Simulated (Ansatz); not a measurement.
## simple cubic against fcc along group 5

Computed with DFT, RPBE, plane waves (420 eV) with PAW, scalar-relativistic in Ansatz 0.2.0. The PAW files were generated under PBE, with cores re-solved for the functional.

Each structure is relaxed within its symmetry, in the lowest magnetic state of the tried starts. Differences under about 8 meV lie within the error of the k-point mesh.

```
element  E(simple cubic) − E(fcc) (meV/atom)  V(simple cubic) (Å³/atom)  V(fcc) (Å³/atom)  state of simple cubic       state of fcc
      V                                    ?                          ?                 ?                      ?                  ?
     Nb                                  665                      20.52             19.12      spin not included  spin not included
     Ta                                  896                      21.03             19.16      spin not included  spin not included
```

Question: Fill in the row of V.

Answer: E(simple cubic) − E(fcc) (meV/atom): 611; V(simple cubic) (Å³/atom): 15.07; V(fcc) (Å³/atom): 14.26; state of simple cubic: spin not included; state of fcc: spin not included.
